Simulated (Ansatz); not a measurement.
Write a Python script for the Python package of Ansatz (0.2.0) that makes a check of PAW against all-electron LAPW of Si, space group Imma. Use (first run): PBEsol, PAW, the default cutoff (420 eV here), 15×15×15 k-points, cold smearing of 0.15 eV.

```cif
data_structure
_symmetry_space_group_name_H-M 'P 1'
_symmetry_Int_Tables_number 1
_cell_length_a 3.5075
_cell_length_b 3.5075
_cell_length_c 3.5075
_cell_angle_alpha 100.152
_cell_angle_beta 95.050
_cell_angle_gamma 137.368
_cell_volume 27.19
loop_
_atom_site_label
_atom_site_type_symbol
_atom_site_fract_x
_atom_site_fract_y
_atom_site_fract_z
_atom_site_occupancy
Si1 Si 0.80700 0.05700 0.75000 1
Si2 Si 0.19300 0.94300 0.25000 1
```

`paw_lapw_si.py`:
```python
'''PAW against all-electron LAPW for Si.'''

import ansatz as az
import numpy as np

params = {
    'xc': 'pbesol',
    'filling': 'cold',
    'width_ev': 0.15,
    'tolerance': 1e-09,
}


def count_gap(report):
    # lowest empty less highest filled band, counting bands; zero where they overlap
    return max(report.get('gap_by_band_count_ev') or 0.0, 0.0)

structure = (
    az.Lattice.from_parameters(3.50748, 3.50748, 3.50748, alpha=100.15195, beta=95.04959, gamma=137.36832)
    .atom('Si', [0.807, 0.057, 0.75])
    .atom('Si', [0.193, 0.943, 0.25])
)

calc = (
    structure.calculation()
    .functional(params['xc'])
    .kpoints(15)
    .occupations(params['filling'], width=params['width_ev'])
    .scf(tolerance=params['tolerance'])
    .stress()
    .forces()
    .band_table()
)
variants = {
    'PAW': calc.pseudopotentials('paw'),
    'LAPW': calc.pseudopotentials('all_electron', lapw=True),
}
# totals differ by the cores that each treatment holds, so compare what does not depend on them
rows = []
for label, variant in variants.items():
    data = variant.run(threads=1, pin='off').report
    levels = np.array(data['eigenvalues_ev'][0]) - data['fermi_energy_ev']
    print(label, 'levels at the first k-point near E_F:', np.round(levels[np.abs(levels) < 5], 3))
    rows.append((label, data['n_electrons'], np.trace(data['stress_gpa']) / 3, count_gap(data)))
for row in rows:
    print('; '.join(f'{name} = {round(v, 4) if isinstance(v, float) else v}' for name, v in zip(['treatment', 'electrons in bands', 'P GPa', 'gap by band count eV'], row)))
```

Output of `python paw_lapw_si.py`:
```text
DeckWarning: basis.ecutwfc = 420 eV, auto-derived from the records' recommended cutoffs: set by Si (normal level)
DeckWarning: output.stress: scf.convergence.dr2_threshold = 1e-9 eV is looser than the 2e-10 eV advised for a printed stress (1e-10 eV for each atom of the cell: 2). What an SCF threshold leaves in a stress goes as its square root, and in the free energy as the threshold itself, and one threshold admits the most on a small cell: of the crystals measured, under no hybrid functional and no lock of the moments, on runs that ended without the residual-converged pass, on stresses that held no [...]
PAW levels at the first k-point near E_F: [-2.962 -2.476 -1.642  1.04 ]
LAPW levels at the first k-point near E_F: [-2.963 -2.478 -1.644  1.045]
treatment = PAW; electrons in bands = 8.0; P GPa = 12.916; gap by band count eV = 0.0
treatment = LAPW; electrons in bands = 24.0; P GPa = 12.8819; gap by band count eV = 0.0
```
(Warnings from the package without file and line, shortened.)

PAW gives 12.916 GPa and LAPW 12.882 GPa, 0.034 GPa apart. They took 5.2 and 41.9 s of processor time.

Caveats:
- The computed bands are complete only to about 2.8 eV above the Fermi level.
- A gap by band count of zero or less means overlapping bands, a metal.
- At these settings the cell as given stands under about 13 GPa, so it isn't at this functional's equilibrium volume.
- This isn't the structure that Si takes at ambient conditions.
- Gaps and levels are Kohn-Sham values on a finite set of k-points.
- Pressure is positive in compression; the treatments may keep other shells as core, so totals and counts of electrons can differ.
- Run time: 48 s on 1 thread of Arm Neoverse V2 (shared host), peak memory 0.9 GiB.
